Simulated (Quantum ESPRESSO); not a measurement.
## Rh under changes of volume

One of the cells (14.302 Å³/atom); the others are scaled copies at fixed shape and fractional positions:

```xyz
2
Lattice="2.7310 0.0000 0.0000 -1.3655 2.3651 0.0000 0.0000 0.0000 4.4285" Properties=species:S:1:pos:R:3 pbc="T T T"
Rh    0.0000    1.5767    1.1071
Rh    1.3655    0.7884    3.3214
```

This isn't the form of Rh at room conditions, which is fcc.

- Program: Quantum ESPRESSO 7.5
- Functional: r2SCAN
- Potentials or basis: SG15 PBE 1.2
- Cutoff: 952 eV
- Density cutoff: 3810 eV
- k mesh: 7 × 7 × 4
- Occupations: fermi-dirac, width 0.05 eV
- Spin: no spin polarisation

```tsv
volume (Å³/atom)	energy over the lowest point (meV/atom)	pressure (GPa)
13.444	1.63	3.9
13.730	0.00	-2.2
14.016	8.72	-7.6
14.302	26.52	-12.4
14.588	52.29	-16.5
14.874	?	?
15.160	123.88	-23.3
```

Q: What does the run at 14.874 Å³/atom give?

A: Energy over the lowest point 85.04 meV/atom; pressure -20.2 GPa.

Worked out: A Birch-Murnaghan fit of order 3 (a polynomial in V^(-2/3)) to the other rows has its minimum at 13.63 Å³/atom with B0 = V·E''(V) = 289 GPa and B' = 5.2 at fixed shape and positions, which overstates the stiffness. It gives 85.03 meV/atom at 14.874 Å³/atom, against the run's 85.04, and -dE/dV = -20.1 GPa, against -20.2.

Energies are extrapolated to zero smearing.

Caveats: all runs use coarse meshes; the potentials were made for another functional, which shifts forces and pressure.
